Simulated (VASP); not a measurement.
Here is a VASP 6.6.1 calculation.

The input INCAR:

```
SYSTEM = TiO
PREC = Accurate
ENCUT = 520
EDIFF = 1E-6
ISMEAR = 0
SIGMA = 0.05
LREAL = .False.
LASPH = .True.
NELM = 100
ALGO = Fast
ISIF = 2
LWAVE = .False.
LCHARG = .True.
ISPIN = 2
MAGMOM = 1 0
LORBIT = 11
LMAXMIX = 4
LDAU = .True.
LDAUTYPE = 2
LDAUL = 2 -1
LDAUU = 4 0
LDAUJ = 0 0
LDAUPRINT = 1
GGA = CA
LELF = .True.
LVHAR = .True.
NBANDS = 20
```

File KPOINTS:

```
Automatic mesh
0
Gamma
  7 7 6
  0 0 0
```

File POSCAR:

```
TiO
1.0
    3.0094341500      0.0000000000      0.0000000000
   -1.5047170800      2.6062464300      0.0000000000
    0.0000000000      0.0000000000      2.9370586300
Ti O
1 1
Direct
    0.0000000000      0.0000000000      0.0000000000
    0.6666666667      0.3333333333      0.5000000000
```

Potentials or basis: VASP PAW LDA potentials, release 64 (Ti_sv, O).

Run with:

```console
$ cat potpaw_LDA.64/Ti_sv/POTCAR potpaw_LDA.64/O/POTCAR > POTCAR
$ mpirun -np 1 vasp_std > vasp.out
```

(1) What does it give for the net moment?

(2) Predict the band gap on the k mesh.

(3) Predict the pressure.

## Answers

(1) 0.00 μB per cell.

(2) none (metal or under the smearing width).

(3) -31.0 GPa.

Caveat: a pressure of tens of GPa on the cell as given is suspect, and the run, the potentials or the cell itself is likely at fault.
